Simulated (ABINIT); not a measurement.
**CsSnBr3: single point with PBEsol**

**Measured values to compare with.**

“Influence of hidden halogen mobility on local structure of CsSn(Cl1−xBrx)3 mixed-halide perovskites by solid-state NMR”, 2020, pmc:8179406 reports, for a powder of CsSnBr3 at 300 K: band gap 1.79 eV (optical).

CsSnBr3:

```
Cs Sn Br
1.0
     5.83901    0.00000    0.00000
     0.00000    5.83901    0.00000
     0.00000    0.00000    5.83901
Cs Sn Br
1 1 3
Direct
  0.00000 0.00000 0.00000
  0.50000 0.50000 0.50000
  0.00000 0.50000 0.50000
  0.50000 0.50000 0.00000
  0.50000 0.00000 0.50000
```

The cell is a database's computed one.

```json
{
  "Program": "ABINIT 10.8.3 (patched build)",
  "Task": "single point",
  "Functional": "PBEsol",
  "Potentials or basis": "JTH PAW PBE v2.0",
  "Cutoff": "599 eV",
  "k mesh": "4 × 4 × 4",
  "Occupations": "fermi-dirac, width 0.05 eV",
  "Spin": "no spin polarisation",
  "Fine-grid cutoff": "1197.3 eV",
  "Exchange and correlation inside the PAW spheres": "full angular mesh (pawxcdev 0, this build's default; the released program takes 1)"
}
```

* Pressure: -0.7 GPa
* Band gap on the k mesh: 0.41 eV, direct
* Valence electrons inside the program's atomic spheres: Cs 5.36; Sn 11.74; Br 4.92

Levels at points of the mesh, in eV from the valence-band top:
```
           k point  band 18  band 19  band 20  band 21  band 22  band 23  band 24  band 25  band 26  band 27
(0.00, 0.00, 0.00)    -2.97    -2.97    -2.84    -2.84    -2.84     2.14     3.24     3.24     3.87     3.87
(0.50, 0.00, 0.00)    -3.15    -3.11    -2.96    -2.96    -1.98     1.43     3.62     4.22     4.30     4.30
(0.50, 0.50, 0.00)    -3.28    -3.24    -3.24    -2.48    -0.97     0.96     0.96     3.88     4.35     4.78
(0.50, 0.50, 0.50)    -3.27    -2.47    -2.47    -2.47     0.00     0.41     0.41     0.41     3.64     4.31
```

Run time: 69 s on 1 thread of Arm Neoverse V2 (shared host), peak memory 0.24 GiB.

Against the measured gap of CsSnBr3, 1.79 eV (optical; 300 K; powder; “Influence of hidden halogen mobility on local structure of CsSn(Cl1−xBrx)3 mixed-halide perovskites by solid-state NMR”, 2020, pmc:8179406), the calculated 0.41 eV is off by -1.38 eV. So large a miss can be the level of theory's own, or it may mean another phase, state or a wrong row. Spin-orbit coupling on Br, Cs, Sn is left out. The value is that of PBEsol on a finite k mesh, which can miss the band edges, without temperature or zero-point motion. Semilocal functionals fall short of measured gaps as a rule. The cell is a database's relaxed one, not the measured one, which moves gaps too.

Caveat: the PAW data sets were made with another functional, which shifts forces and pressure a little; spin-orbit coupling is left out, which moves the levels of the heavy elements.
